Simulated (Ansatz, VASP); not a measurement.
# Si54BN71 (B_N) in two plane-wave programs, part 3 of 3

Aim: how closely do two programs agree when they are given the same cell, functional and k mesh? Of the first pair: The structure shown is the start of the Ansatz relaxation below; VASP solves that cell, so the two are compared at the walk's first step.

VASP 6.6.1 and Ansatz 0.2.0.

So far. Step 3 (VASP: single point, PBEsol, start cell, pair 1): The run ends at a pressure of 2.86 GPa, with forces up to 5.6 eV/Å.

## 6. VASP: single point, PBEsol, relaxed cell, pair 2

Level of this step: PBEsol, spin-polarised from a ferromagnetic start; plane waves and PAW (Si, N, B) (VASP).

The same cell, functional and mesh now go to VASP, with its own data sets.

File INCAR:

```
SYSTEM = Si54BN71
PREC = Accurate
ENCUT = 520
EDIFF = 1E-06
NELM = 200
ISMEAR = 0
SIGMA = 0.01
LREAL = Auto
ALGO = Normal
GGA = PS
NBANDS = 384
ISPIN = 2
MAGMOM = 0 0 0 0 0 -0 0 0 0 -0 0 0 0 0 0 0 0 0 -0 0 0 -0 0 -0 -0 -0 0 0 -0 -0 0 0.01 0 0 0.03 0 0 0 0 0 0 0 -0 0 0 0 -0 0 0 0 -0 0 0.01 0 0.01 0 0 0 0 0.02 0 0 0.01 0 0 0 0 0 0 0 0 0 0 0 0 0 0.03 0 0 0.03 0 0 0 0.1 0 0 0 0 0.02 0 0 0.01 0 0 0 0 0 0 0.05 0 0 0 0 0 0 0 0.04 0 -0 0 0 0.02 0 0 0.07 0 0 0 0 0 0 0.02 0 0.03 0 0.41
LORBIT = 11
LWAVE = .FALSE.
LCHARG = .FALSE.
ISIF = 2
ISYM = 0
NUPDOWN = 2
LASPH = .TRUE.
GGA_COMPAT = .FALSE.
NCORE = 4
```

File POSCAR:

```
Si54BN71
1.0
   11.4366858800      6.6029736700      0.0000000000
  -11.4366858800      6.6029736700      0.0000000000
    0.0000000000      0.0000000000      8.7307673300
Si N B
54 71 1
Direct
    0.0207909950      0.8069823977      0.2506412767
    0.3527089464      0.4728325939      0.2499451927
[... 9 atom lines left out ...]
    0.8626996419      0.5473573089      0.2499447098
[... 1 atom line left out ...]
    0.4534992452      0.3129283470      0.2480494634
[... 2 atom lines left out ...]
    0.6492951377      0.5271791893      0.0838805898
[... 2 atom lines left out ...]
    0.3530350485      0.4708364267      0.5835057817
    0.6857308234      0.1405230447      0.5829401579
[... 1 atom line left out ...]
    0.5452868450      0.6858321040      0.4171298529
    0.8794268300      0.3534439223      0.4172427025
[... 1 atom line left out ...]
    0.4712898867      0.1167738935      0.4140952891
    0.8093928895      0.7905011030      0.4176593659
    0.1854259658      0.2073658462      0.5835897650
[... 1 atom line left out ...]
    0.8609820630      0.5479351500      0.5848299172
[... 1 atom line left out ...]
    0.4381346754      0.3001996739      0.5770254713
[... 2 atom lines left out ...]
    0.6505903988      0.5298086350      0.4094030508
[... 2 atom lines left out ...]
    0.3530132402      0.4732937034      0.9167397090
[... 2 atom lines left out ...]
    0.5466182393      0.6865331901      0.7512304302
[... 2 atom lines left out ...]
    0.4722196129      0.1183765539      0.7491886197
    0.8100002253      0.7919737169      0.7522085492
[... 2 atom lines left out ...]
    0.8640009901      0.5483278182      0.9192156129
[... 1 atom line left out ...]
    0.4548807025      0.3151129112      0.9134799083
[... 2 atom lines left out ...]
    0.6546702378      0.5343955088      0.7580746361
[... 2 atom lines left out ...]
    0.3331838955      0.3330915046      0.2496424681
[... 3 atom lines left out ...]
    0.6677475980      0.6671020057      0.0856658367
[... 7 atom lines left out ...]
    0.4565524867      0.2434534752      0.0804223305
[... 6 atom lines left out ...]
    0.7896320597      0.5463233221      0.0843654624
[... 1 atom line left out ...]
    0.5778283189      0.4519934670      0.2467327457
[... 1 atom line left out ...]
    0.0011455486      0.6673476719      0.5837522879
    0.3228909692      0.3272467634      0.5816234113
[... 3 atom lines left out ...]
    0.6685359581      0.6695787320      0.4127221973
    0.2139337225      0.4569341527      0.5839080908
    0.5459999759      0.1228979703      0.5818014694
    0.8815383213      0.7920692741      0.5846670121
[... 1 atom line left out ...]
    0.4230679922      0.5465060572      0.4166994155
[... 2 atom lines left out ...]
    0.4456318232      0.2326939625      0.4094346306
[... 1 atom line left out ...]
    0.2087624986      0.0886168612      0.5834687876
    0.5445566976      0.7571795378      0.5839403898
    0.8760883905      0.4242677287      0.5837826469
[... 2 atom lines left out ...]
    0.7903781337      0.5474827039      0.4159238434
[... 3 atom lines left out ...]
    0.3335017580      0.3335826102      0.9150221801
[... 3 atom lines left out ...]
    0.6704373163      0.6732126654      0.7583666298
[... 4 atom lines left out ...]
    0.4237333988      0.5469130285      0.7501058002
[... 2 atom lines left out ...]
    0.4482286837      0.2363160996      0.7494992311
[... 6 atom lines left out ...]
    0.7933819091      0.5501097131      0.7541827156
[... 1 atom line left out ...]
    0.5790853161      0.4538268024      0.9201007684
[... 1 atom line left out ...]
    0.5673051140      0.4507961138      0.5884113300
```

File KPOINTS:

```
Points of the shifted mesh
1
Reciprocal
 0.2500000000  0.2500000000  0.2500000000 1
```

Potentials, in the order of the species: Si, N and B (PBE family, release 64).

Run with:

```
> mpirun -np 16 vasp_std
```

Numbers of over 12 decimals in the logs are rounded to 6 here.

What it wrote:

```text
[banner, memory and clock lines left out]
running   16 mpi-ranks, on    1 nodes
[...]
[... a notice as in an earlier step ...]

 LDA part: xc-table for (Slater+PW92), standard interpolation
 POSCAR, INCAR and KPOINTS ok, starting setup
[...]
entering main loop
       N       E                     dE             d eps       ncg     rms          rms(c)
DAV:   1     0.267753651316E+04    0.26775E+04   -0.28263E+05  1544   0.139E+03
DAV:   2    -0.948213661997E+03   -0.36258E+04   -0.34758E+04  1880   0.298E+02
DAV:   3    -0.120998962846E+04   -0.26178E+03   -0.25950E+03  1880   0.818E+01
DAV:   4    -0.121578136124E+04   -0.57917E+01   -0.57664E+01  1912   0.125E+01
[...]
DAV:  18    -0.107529559181E+04   -0.10029E-04   -0.69057E-06  1704   0.410E-03    0.408E-03
DAV:  19    -0.107529559463E+04   -0.28241E-05   -0.23632E-06  1320   0.234E-03    0.234E-03
DAV:  20    -0.107529559522E+04   -0.58634E-06   -0.51423E-07  1288   0.124E-03
   1 F= -.10752956E+04 E0= -.10752956E+04  d E =-.182055E-11  mag=     2.0000
```

Parts of OUTCAR (step 6):

```text
 magnetization (x)
# of ion       s       p       d       tot
------------------------------------------
    1        0.000  -0.000   0.000   0.000
    2        0.000   0.000   0.000   0.000
    3        0.000   0.000   0.000   0.000
    4       -0.000   0.000   0.000   0.000
    5       -0.000  -0.000   0.000  -0.000
    6       -0.000  -0.000   0.000  -0.000
[...]
124        0.002   0.030   0.000   0.032
  125       -0.000   0.000   0.000   0.000
  126        0.027   0.476   0.000   0.503
--------------------------------------------------
tot          0.072   1.050   0.000   1.122
```

The run ends at a pressure of 1.69 GPa, with forces up to 0.016 eV/Å.

## 7. Differences

What differs besides the data sets and the points named for the pairs above, as far as they apply: site moments are counted in spheres of each program's own size. Total energies have different zeros and are not compared.

Compared:

```tsv
quantity	Ansatz	VASP	difference
total moment, fixed by the input (μB)	2.00	2.00	0.00
moment on B126 (μB)	0.41	0.50	-0.09
moment on N84 (μB)	0.10	0.11	0.00
moment on N115 (μB)	0.07	0.07	0.00
moment on Si35 (μB)	0.03	0.07	-0.03
```

At this near-relaxed geometry the largest component of a force difference is 13 meV/Å.

## 8. What came out

* r.m.s. force difference (single point, PBEsol, start cell, pair 1): 0.85 % of the r.m.s. force
* difference in moment on B126 (single point, PBEsol, relaxed cell, pair 2): -0.094 μB

The r.m.s. force difference is 0.85 % of the r.m.s. force (single point, PBEsol, start cell, pair 1), within the 3 % picked in this series as the mark of a large difference. Such differences can come from data sets, numerical settings and the points named under the comparisons, not from the functional's error against experiment.

[Lines on the potential files, build, host, timing and source positions are cut from VASP's logs without a mark.]

[Logs are printed without paths, hosts, clocks, repeated set-up lines and the standing remarks that a program may print on its own settings, such as how far it seeks lower states.]

[Hosts, paths, dates, database ids (printed as entryN), source tags and the programs' standing remarks are cut or masked in the printed files.]
